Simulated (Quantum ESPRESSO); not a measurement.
Runs of Quantum ESPRESSO 7.5 on CdS (Hawleyite). The structure is cubic, space group F-43m (No. 216). Conventional cell: a = 5.833 Å, b = 5.833 Å, c = 5.833 Å, α = 90.00°, β = 90.00°, γ = 90.00°. Cd (site symmetry -43m) has 4 S at 2.53 Å as nearest neighbours. Around S (site symmetry -43m) lie 4 Cd at 2.53 Å. 

```csv
task,level,potentials or basis,cell,k mesh,cutoff (eV),smearing,form of the LDA correlation,SCF threshold,most ionic steps,forc conv thr,etot conv thr,mesh quality,gap on the mesh (eV),pressure (GPa)
relaxation of cell and atoms,LDA,SSSP 1.3 efficiency PBE,relaxed to 5 GPa,8 × 8 × 8,939,fermi-dirac 0.05 eV,PZ81,4e-10 Ry,40,0.0004 Ry/bohr,1e-05 Ry,not flagged,1.00,5.1
single point,r2SCAN0,SG15 PBE 1.2,as given,4 × 4 × 4,952,fixed,-,1e-07 Ry,-,-,-,coarse,2.88,-
relaxation of cell and atoms,LDA,SSSP 1.3 efficiency PBE,relaxed to 10 GPa,8 × 8 × 8,939,fermi-dirac 0.05 eV,PZ81,4e-10 Ry,40,0.0004 Ry/bohr,1e-05 Ry,not flagged,(a),10.1
relaxation of cell and atoms,LDA,SSSP 1.3 efficiency PBE,relaxed to 30 GPa,8 × 8 × 8,939,fermi-dirac 0.05 eV,PZ81,4e-10 Ry,40,0.0004 Ry/bohr,1e-05 Ry,not flagged,1.30,30.0
relaxation of cell and atoms,LDA,SSSP 1.3 efficiency PBE,relaxed to 20 GPa,8 × 8 × 8,939,fermi-dirac 0.05 eV,PZ81,4e-10 Ry,40,0.0004 Ry/bohr,1e-05 Ry,not flagged,(b),20.1
```

Alike in all rows: no spin polarisation.

**Question.** Estimate the missing entries.

**Answer.** (a) 1.09; (b) 1.21.

Caveats: some runs use coarse meshes; the potentials were made for another functional, which shifts forces and pressure; this program's forces and stress for hybrids aren't reliable and aren't listed (some runs).

A k mesh can miss the band edges, and the runs leave out spin-orbit coupling on Cd.

The runs don't all hold the same shells in valence.

Runs at the PBE level aren't shown here.
